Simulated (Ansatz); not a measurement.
Results of r²SCAN (Ansatz, an electronic-structure program, PAW) for zinc-blende ZnTe.

Settings: plane-wave cutoff 600 eV, 10×10×10 k mesh, scalar-relativistic PAW data made under PBE.

Computed at the level's own relaxed cell.

```
ZnTe
1.0
    0.00000     3.05678     3.05678
    3.05678     0.00000     3.05678
    3.05678     3.05678     0.00000
Zn Te
1 1
Cartesian
  0.00000   0.00000   0.00000
  4.58517   4.58517   4.58517
```

Question: Give the elastic tensor (Voigt notation, GPa, ions relaxed, in the Cartesian axes of the cell as printed).

Answer: 
```
   71.6    38.8    38.8     0.0     0.0     0.0
   38.8    71.6    38.8     0.0     0.0     0.0
   38.8    38.8    71.6     0.0     0.0     0.0
    0.0     0.0     0.0    33.7     0.0     0.0
    0.0     0.0     0.0     0.0    33.7     0.0
    0.0     0.0     0.0     0.0     0.0    33.7
```

Measured, for comparison: elastic constant C11 71.1 GPa, elastic constant C12 40.7 GPa, elastic constant C44 31.3 GPa (temperature not stated, no zero-point or thermal correction; as tabulated in Oses et al. (2018), arXiv:1811.08464). Computed (rounded) less measured: elastic constant C11 +0.7 %, elastic constant C12 -5 %, elastic constant C44 +8 %. A static lattice is as a rule a little smaller and stiffer than an uncorrected measurement, which narrows the difference in the elastic constant C44 and would widen misses of the other sign.

Computed values are for the static lattice.
